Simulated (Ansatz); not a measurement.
Runs of Ansatz 0.2.0 on In. It takes space group R-3m (No. 166, trigonal). The conventional cell has a = 3.339 Å, b = 3.339 Å, c = 24.622 Å, α = 90.00°, β = 90.00°, γ = 120.00°. In (site symmetry 3m) is surrounded by 12 In at 3.34 to 3.35 Å. Around In (site symmetry -3m) lie 12 In at 3.34 to 3.35 Å. This isn't the form of In at room conditions, which is tetragonal.

| task | level | potentials or basis | spin | k mesh | cutoff (eV) | basis error allowed | pressure (GPa) | largest force (eV/Å) |
| --- | --- | --- | --- | --- | --- | --- | --- | --- |
| single point | PBEsol | all-electron LAPW, scalar-relativistic | off | 9 × 9 × 9 | 167 | 0.001 eV/atom | -1.1 | 0.02 |
| band structure | PBEsol | all-electron LAPW, scalar-relativistic | off | 9 × 9 × 9 | 154 | 0.002 eV/atom | -1.1 | 0.02 |
| band structure | PBEsol | all-electron LAPW, relativistic spinors | SOC, no magnetisation | 7 × 7 × 7 | 154 | 0.002 eV/atom | (a) | 0.01 |
| band structure | LDA | all-electron LAPW, scalar-relativistic | off | 9 × 9 × 9 | 154 | 0.002 eV/atom | -2.7 | 0.03 |

Alike in all rows: cell as given; smearing fermi-dirac 0.05 eV.

Task: Estimate the missing entries.

Result: (a) -1.4.

Caveats: the k mesh is thin for a metal, which can move the energy by tens of meV per atom (some runs).

Not every run made on this cell is shown here.
